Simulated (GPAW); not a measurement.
# ZnO (zincite) (P6_3mc) in GPAW: further runs

Aim: see how the results for ZnO (zincite) move with the level of theory and the settings. Levels: PBE, optB88-vdW. Tasks: equation of state, band structure.

Everything below comes from runs of GPAW 26.7.0. Logs are shortened: lines on timing, memory, paths and dates and some standing lists are left out, and cuts for length are marked. The log counts tension as positive stress, the text compression.

**Measured values to compare with.**

From “Electronic structure of alkaline earth and post-transition metal oxides”, 2009, arxiv:0908.1581, for a bulk crystal of ZnO: band gap 3.37 eV.

How close the calculation comes is told below.

### Step 1. The structure

The structure is hexagonal, space group P6_3mc (No. 186). The conventional cell has a = 3.249 Å, b = 3.249 Å, c = 5.206 Å, α = 90.00°, β = 90.00°, γ = 120.00°. Zn (site symmetry 3m) is surrounded by 4 O at 1.97 to 1.98 Å. Around O (site symmetry 3m) lie 4 Zn at 1.97 to 1.98 Å.

### Step 2. Equation of state, PBE

The input, run.py:

```python
from ase.eos import EquationOfState
from ase.io import Trajectory, read
from ase.units import GPa
from gpaw import GPAW, PW, setup_paths

setup_paths.insert(0, '.')

atoms = read('ZnO.cif')

traj = Trajectory('eos.traj', 'w')
volumes, energies = [], []
for x in [0.94, 0.96, 0.98, 1.0, 1.02, 1.04, 1.06]:
    a = atoms.copy()
    a.set_cell(atoms.cell * x**(1 / 3), scale_atoms=True)
    calc = GPAW(mode=PW(1100),
                xc='PBE',
                kpts={'size': (6, 6, 3), 'gamma': True},
                occupations={'name': 'fermi-dirac', 'width': 0.05},
                setups='sg15',
                nbands=-13,
                convergence={'density': 1e-05, 'energy': 1e-05},
                maxiter=150,
                txt=f'eos-{x:.2f}.txt')
    a.calc = calc
    energies.append(a.get_potential_energy(force_consistent=True))
    volumes.append(a.get_volume())
    p = -a.get_stress()[:3].mean() / GPa
    calc.write(f'eos-{x:.2f}.gpw')
    traj.write(a)
    print(f'{x:.2f} {volumes[-1]:10.4f} A^3 {energies[-1]:14.6f} eV {p:9.3f} GPa', flush=True)

v0, e0, B = EquationOfState(volumes, energies, eos='birchmurnaghan').fit()
print(f'V0 = {v0:.4f} A^3, E0 = {e0:.6f} eV, B0 = {B / GPa:.2f} GPa')
```

The input, ZnO.cif:

```cif
data_ZnO
_cell_length_a 3.24930800
_cell_length_b 3.24930800
_cell_length_c 5.20570900
_cell_angle_alpha 90.00000000
_cell_angle_beta 90.00000000
_cell_angle_gamma 120.00000000
_space_group_name_H-M_alt 'P6_3mc'
_space_group_name_Hall 'P 6c -2c'
_space_group_IT_number 186
loop_
_space_group_symop_operation_xyz
'x,y,z'
'x-y,x,z+1/2'
'-y,x-y,z'
'-x,-y,z+1/2'
'-x+y,-x,z'
'y,-x+y,z+1/2'
'y,x,z+1/2'
'x,x-y,z'
'x-y,-y,z+1/2'
'-y,-x,z'
'-x,-x+y,z+1/2'
'-x+y,y,z'
loop_
_atom_site_label
_atom_site_type_symbol
_atom_site_symmetry_multiplicity
_atom_site_Wyckoff_symbol
_atom_site_fract_x
_atom_site_fract_y
_atom_site_fract_z
_atom_site_occupancy
Zn1 Zn 2 b 0.6666666667 0.3333333333 0.0000000000 1
O1 O 2 b 0.3333333333 0.6666666667 0.8790100000 1
```

Potentials or basis: SG15 ONCV 1.2, pw.

Command:

```
OMP_NUM_THREADS=1 python run.py
```

The program printed:

```text
__  _  _
 | _ |_)|_||  |
 |__||  | ||/\| - 26.7.0

Input parameters:
  mode=PW(ecut=1100.0),
  convergence={'density': 1e-05, 'energy': 1e-05},
  kpts=MonkhorstPack(size=(6, 6, 3), gamma=True),
  maxiter=150,
  nbands=-13,
  occupations=Occupations(name='fermi-dirac', width=0.05),
  setups={'default': 'sg15'},
  xc=XC(name='PBE')

Diagonalizing LCAO Hamiltonian
Converting LCAO to pw mode

        O

        Zn
           O

           Zn

Atoms  # Å, Bohr magnetons
|   | symbol |         x |        y |        z |    initial magnetic moments |
|---|--------|-----------|----------|----------|-----------------------------|
| 0 |     Zn |  1.591488 | 0.918846 | 0.000000 | ( 0.0000,  0.0000,  0.0000) |
| 1 |     Zn |  0.000000 | 1.837693 | 2.549720 | ( 0.0000,  0.0000,  0.0000) |
| 2 |      O | -0.000000 | 1.837693 | 4.482459 | ( 0.0000,  0.0000,  0.0000) |
| 3 |      O |  1.591488 | 0.918846 | 1.932739 | ( 0.0000,  0.0000,  0.0000) |

Unit cell  # Å
| periodic |         x |        y |        z |  lengths |     angles |
|----------|-----------|----------|----------|----------|------------|
|      yes |  3.182977 | 0.000000 | 0.000000 | 3.182977 |  90.000000 |
|      yes | -1.591488 | 2.756539 | 0.000000 | 3.182977 |  90.000000 |
|      yes |  0.000000 | 0.000000 | 5.099440 | 5.099440 | 120.000000 |

Number of symmetries: 6
Symmetry operations  # r_c * U_cc + t_c -> r_c
|   | kind |            matrix            |
|---|------|------------------------------|
| 0 |  σ   |  1, 1, 0,  0,-1, 0,  0, 0, 1 |
| 1 |  E   |  1, 0, 0,  0, 1, 0,  0, 0, 1 |
| 2 |  C3  |  0, 1, 0, -1,-1, 0,  0, 0, 1 |
| 3 |  σ   |  0,-1, 0, -1, 0, 0,  0, 0, 1 |
| 4 |  σ   | -1, 0, 0,  1, 1, 0,  0, 0, 1 |
| 5 |  C3  | -1,-1, 0,  1, 0, 0,  0, 0, 1 |

BZ-sampling:
  Number of BZ points: 108
  Number of IBZ points: 17

  Monkhorst-Pack size: [6, 6, 3]
  Monkhorst-Pack shift: [0.08333333333333333, 0.08333333333333333, 0.0]

K-points  # in reciprocal-cell coordinates
|     |                                coordinates |     weight |
|-----|--------------------------------------------|------------|
|   0 | (  0.00000000,   0.00000000,   0.00000000) | 0.00925926 |
|   1 | (  0.00000000,   0.00000000,   0.33333333) | 0.01851852 |
|   2 | (  0.16666667,   0.00000000,  -0.33333333) | 0.05555556 |
|   3 | (  0.16666667,   0.00000000,   0.00000000) | 0.05555556 |
|   4 | (  0.16666667,   0.00000000,   0.33333333) | 0.05555556 |
|   5 | (  0.33333333,  -0.16666667,   0.00000000) | 0.05555556 |
|   6 | (  0.33333333,  -0.16666667,   0.33333333) | 0.11111111 |
|   7 | (  0.33333333,   0.00000000,  -0.33333333) | 0.05555556 |
|   8 | (  0.33333333,   0.00000000,   0.00000000) | 0.05555556 |
|   9 | (  0.33333333,   0.00000000,   0.33333333) | 0.05555556 |
| ... |                                            |            |
|  16 | (  0.50000000,   0.50000000,   0.33333333) | 0.05555556 |

Plane wave coefficients: 3723
Cutoff: 1100.0 eV

Spin-components: 1 (collinear spins)
Bands:           39
Projectors:      20
Spin-degeneracy: 2
Datatype:        complex128

Parallelization:
  kpt:    1
  domain: 1
  band:   1

Density:
  Valence electrons: 52.0
  Components: 1
  Grid points: [25 25 40]
  Charge: 0.0  # |e|

Potential:
  Grid points: [25 25 40]

species:
  Norm-conserving UPF setup:
    Element:   Zn
    Z:         30
    Valence: 20.0
  Projectors:
    l=0 rcut=2.09
    l=0 rcut=2.09
    l=1 rcut=2.09
    l=1 rcut=2.09
    l=2 rcut=2.09
    l=2 rcut=2.09
  No states stored on this setup
  Local potential cutoff: 2.2
  Comp charge cutoff:     2.2
  File: ./Zn_ONCV_PBE-1.2.upf

    LCAO basis set for Zn:
      Name: atompaw.sz
      This basis set was not loaded from a file
      Number of radial functions: 4
      Number of spherical harmonics: 10
        l=0, rc=8.9500 Bohr: 3s e=-4.757 f=2.000
        l=0, rc=8.9500 Bohr: 4s e=-0.232 f=2.000
        l=1, rc=8.9500 Bohr: 3p e=-3.064 f=6.000
        l=2, rc=8.9500 Bohr: 3d e=-0.371 f=10.000
      Number of RI-basis functions 0

  Norm-conserving UPF setup:
    Element:    O
    Z:          8
    Valence:  6.0
  Projectors:
    l=0 rcut=1.51
    l=0 rcut=1.51
    l=1 rcut=1.51
    l=1 rcut=1.51
  No states stored on this setup
  Local potential cutoff: 1.54
  Comp charge cutoff:     1.54
  File: ./O_ONCV_PBE-1.2.upf

    LCAO basis set for O:
      Name: atompaw.sz
      This basis set was not loaded from a file
      Number of radial functions: 2
      Number of spherical harmonics: 4
        l=0, rc=8.9500 Bohr: 2s e=-0.881 f=2.000
        l=1, rc=8.9500 Bohr: 2p e=-0.335 f=4.000
      Number of RI-basis functions 0

Reference energy: 0.000000  # eV

eigensolver:
  PPCG
  Converge bands: occupied
  niter=2

density mixing:
  MSR1-Mixer
  Pratt-step length: 0.05
  Maximum mixing coefficient: 0.75
  Old densities: 10
  SVD Regularization: 0.005
  Good broyden scale: 1.0
  Trust region scale: 1.0
  Backstep threshold: 4.0
  History deletion threshold: 6.0
  Fourier metric: weight=20.0, sigma=0.015

occupation numbers:
  Fermi-Dirac:
    width: 0.0500  # eV

poisson solver:
  ecut: 8800.0  # eV

xc functional:
  name: PBE with 2 nearest neighbor stencil

convergence criteria:
- Maximum integral of absolute [dens]ity change: 1e-05 electrons / valence electron
- Maximum [total energy] change in last 3 cyles: 1e-05 eV / valence electron
- Maximum integral of absolute [eigenst]ate change: 4e-08 eV^2 / valence electron
maximum number of iterations: 150

SCF iterations
|iter     | |      energy | eigst |  dens |
|---------|-|-------------|-------|-------|
|iter:   1| |-11767.983130 | +0.35 |       |
|iter:   2| |-11767.335210 | -0.81 | -1.07 |
|iter:   3| |-11764.923569 | -0.85 | -1.15 |
|iter:   4| |-11764.747326 | -1.79 | -1.53 |
|iter:   5| |-11764.739646 | -2.55 | -1.92 |
|iter:   6| |-11764.738676 | -3.42 | -2.58 |
|iter:   7| |-11764.738699 | -4.59 | -2.96 |
|iter:   8| |-11764.738666c| -5.62 | -3.53 |
|iter:   9| |-11764.738674c| -6.66 | -3.84 |
|iter:  10| |-11764.738674c| -7.74c| -4.68 |
|iter:  11| |-11764.738674c| -8.38c| -5.37c|

Converged in 11 steps
Energy contributions relative to reference atoms: (reference = 0.000000)

Energy contributions:
  Kinetic:        1612.708405
  Coulomb:      -13966.687349
  Zero:           1777.617869
  External:          0.000000
  Xc:            -1188.377598
  Entropy:          -0.000002
  Spinorbit:         0.000000
  ----------------------------
  Free energy:  -11764.738675
  Extrapolated: -11764.738674

dipole moment: (-0.000001, 0.000001, -49.542134)  # |e|*Ang

Fermi level: 6.515
Eigenvalues  # (at kpt = [0.000, 0.000, 0.000])
| band index |      eig [eV] | occ [0-2] |
|------------|---------------|-----------|
|          0 |      -117.528 |     2.000 |
|        ... |               |           |
|         18 |         1.546 |     2.000 |
|         19 |         1.546 |     2.000 |
|         20 |         1.851 |     2.000 |
|         21 |         5.133 |     2.000 |
|         22 |         5.133 |     2.000 |
|         23 |         5.923 |     2.000 |
[... 8 lines left out ...]
|         32 |        20.649 |     0.000 |
|         33 |        20.649 |     0.000 |
|        ... |               |           |
|         38 |        26.455 |     0.000 |

Gap: 0.967 eV
Transition (v -> c):
  (s=0, k=0, n=25, [0.00, 0.00, 0.00]) -> (s=0, k=0, n=26, [0.00, 0.00, 0.00])
No difference between direct/indirect transitions

Stress tensor  # eV/Ang^3
|         x |         y |         z |
|-----------|-----------|-----------|
| -0.091306 |  0.000000 |  0.000000 |
|  0.000000 | -0.091306 | -0.000000 |
|  0.000000 | -0.000000 | -0.103777 |

# Writing to eos-0.94.gpw (mode='')
```

Wall time 6.7 min (1 thread of Arm Neoverse V1, shared host); peak memory 0.36 GiB.

Results:

- Equilibrium volume: 12.31 Å³/atom
- Bulk modulus at fixed shape and positions: 123 GPa
- Pressure derivative of the bulk modulus: 6.3 (rough: it moves with the points fitted)

Energy against volume, from the lowest point:
| volume (Å³/atom) | energy (meV/atom) |
| --- | --- |
| 11.186 | 49.81 |
| 11.424 | 29.65 |
| 11.662 | 14.88 |
| 11.900 | 5.49 |
| 12.138 | 1.09 |
| 12.376 | 0.00 |
| 12.614 | 2.54 |

Caveat: the k mesh is coarse (spacing up to 0.40 Å⁻¹), so the values aren't converged; the cell was scaled at fixed shape and fractional positions, which overstates the stiffness of a crystal with free parameters, most of all of layers and chains.

### Step 3. Band structure, optB88-vdW

The input, run.py:

```python
from ase.dft.bandgap import bandgap
from ase.io import read, write
from gpaw import GPAW, PW

atoms = read('POSCAR')

calc = GPAW(mode=PW(800),
            xc={'name': 'optB88-vdW', 'backend': 'libvdwxc'},
            kpts={'size': (6, 6, 3), 'gamma': True},
            occupations={'name': 'fermi-dirac', 'width': 0.05},
            nbands=31,
            convergence={'density': 1e-05, 'energy': 1e-05},
            maxiter=150,
            legacy_gpaw=True,
            txt='gpaw.txt')
atoms.calc = calc
energy = atoms.get_potential_energy()
forces = atoms.get_forces()
calc.write('gs.gpw')
write('result.traj', atoms)
print(f'Energy: {energy:.6f} eV')
print('Forces (eV/A):')
print(forces.round(4))
print('Fermi level:', round(calc.get_fermi_level(), 4), 'eV')
print(f'Gap: {bandgap(calc)[0]:.4f} eV, direct: {bandgap(calc, direct=True)[0]:.4f} eV')

path = atoms.cell.bandpath('GMKGALHA,LM,KH', npoints=60, eps=1e-4)
bs_calc = calc.fixed_density(kpts=path, symmetry='off', nbands=45,
                             convergence={'bands': 'CBM+6.0', 'eigenstates': 1e-6}, txt='bands.txt')
bs = bs_calc.band_structure()
bs.write('bs.json')
print(f'Gap on the path: {bandgap(bs_calc)[0]:.4f} eV')
```

The input, POSCAR:

```
ZnO
1.0
    3.2493080000      0.0000000000      0.0000000000
   -1.6246540000      2.8139832727      0.0000000000
    0.0000000000      0.0000000000      5.2057090000
Zn O
2 2
Direct
    0.6666666667      0.3333333333      0.0000000000
    0.3333333333      0.6666666667      0.5000000000
    0.3333333333      0.6666666667      0.8790100000
    0.6666666667      0.3333333333      0.3790100000
```

Potentials or basis: GPAW PAW data sets (gpaw-data 1.2.1), pw.

Command:

```
OMP_NUM_THREADS=1 python run.py
```

Wall time 2.8 min (1 thread of Arm Neoverse V1, shared host); peak memory 0.42 GiB.

The run converged. Its results:

* Free energy: -68.4068 eV
* Largest force: 0.072 eV/Å
* Band gap on the k mesh: 0.96 eV, direct
* Band gap along the path: 0.96 eV, direct

Forces in eV/Å, atoms in the order of the input:
```
Zn   0.000  0.000 -0.072
Zn   0.000  0.000 -0.072
O    0.000  0.000  0.072
O    0.000  0.000  0.071
```

Levels at the corners of the path, in eV from the valence-band top:
```csv
point,band 14,band 15,band 16,band 17,band 18,band 19,band 20
Γ,-0.80,-0.80,-0.07,0.00,0.00,0.96,5.34
M,-3.50,-2.80,-2.25,-1.26,-0.81,5.90,6.98
K,-3.53,-3.53,-1.90,-1.90,-1.69,7.77,7.77
Γ,-0.80,-0.80,-0.07,0.00,0.00,0.96,5.34
A,-2.23,-0.39,-0.39,-0.39,-0.39,3.58,3.58
L,-3.79,-1.49,-1.49,-1.33,-1.33,5.86,5.86
H,-3.72,-2.67,-2.67,-1.21,-1.21,8.10,8.10
A,-2.23,-0.39,-0.39,-0.39,-0.39,3.58,3.58
L,-3.79,-1.49,-1.49,-1.33,-1.33,5.86,5.86
M,-3.50,-2.80,-2.25,-1.26,-0.81,5.90,6.98
K,-3.53,-3.53,-1.90,-1.90,-1.69,7.77,7.77
H,-3.72,-2.67,-2.67,-1.21,-1.21,8.10,8.10
```

Caveat: the k mesh is coarse; the PAW data sets were made with another functional, which shifts forces and pressure a little.

### Step 4. Against experiment

Step 3. A measured gap of ZnO is 3.37 eV (quoted in “Electronic structure of alkaline earth and post-transition metal oxides”, 2009, arxiv:0908.1581); the calculated 0.96 eV misses it by -2.41 eV. So large a miss can be the level of theory's own, or it may mean another phase, state or a wrong row. The value is that of optB88-vdW, without temperature or zero-point motion.
